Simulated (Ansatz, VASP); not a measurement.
## One calculation of NbH2, two programs

```
Nb H
1.0
     0.00000    2.24769    2.24769
     2.24769    0.00000    2.24769
     2.24769    2.24769    0.00000
Nb H
1 2
Direct
  0.00000 0.00000 0.00000
  0.25000 0.25000 0.25000
  0.75000 0.75000 0.75000
```

Alike in both runs: task single point; functional LDA; k mesh 20 × 20 × 20; occupations gaussian, width 0.15 eV; no spin polarisation.

```csv
,VASP,Ansatz
version,VASP 6.6.1,Ansatz 0.2.0
potentials or method,"VASP PAW LDA potentials, release 64 (Nb_sv, H)","scalar-relativistic, plane waves, PAW"
plane-wave cutoff (eV),520,420
valence electrons in the cell,15,15
```

```tsv
	VASP	Ansatz	Ansatz less VASP
gap on the k mesh at the Fermi level (eV)	none	none	-
pressure (GPa)	-0.2	0.0	+0.20
```

A gap of «none» marks a metal or a gap that the smearing closes.
